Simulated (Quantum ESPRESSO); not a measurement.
**As in Quantum ESPRESSO: the effect of functional**

Crystal: As.

```xyz
1
Lattice="2.7037 0.0000 0.0000 0.0000 2.7037 0.0000 0.0000 0.0000 2.7037" Properties=species:S:1:pos:R:3 pbc="T T T"
As    1.3518    1.3518    1.3518
```

This isn't the form of As at room conditions, which is rhombohedral.

Alike in all runs:

- Program: Quantum ESPRESSO 7.5
- Task: phonons
- Cutoff: 612 eV
- Density cutoff: 4898 eV
- k mesh: 10 × 10 × 10
- Occupations: cold, width 0.2 eV
- Spin: no spin polarisation

Each run relaxes the cell or the atoms first.

```csv
functional,potentials or basis,relaxed volume (Å³/atom),highest phonon frequency (cm⁻¹)
LDA,GBRV 1.5 LDA,19.16,102
PBEsol,GBRV 1.5 PBEsol,19.49,94
AM05,GBRV 1.5 PBE,19.45,89
PW91,GBRV 1.5 PBE,20.38,56
WC,GBRV 1.5 PBE,?,?
vdW-DF-cx,GBRV 1.5 PBE,19.80,96
```

What does the run with functional WC give?

Relaxed volume 19.64 Å³/atom; highest phonon frequency 92 cm⁻¹.

Caveats: the mesh is thin for the phonons of a metal; the potentials were made for another functional, which shifts forces and pressure (some runs).

Runs at the PBE level aren't shown here.
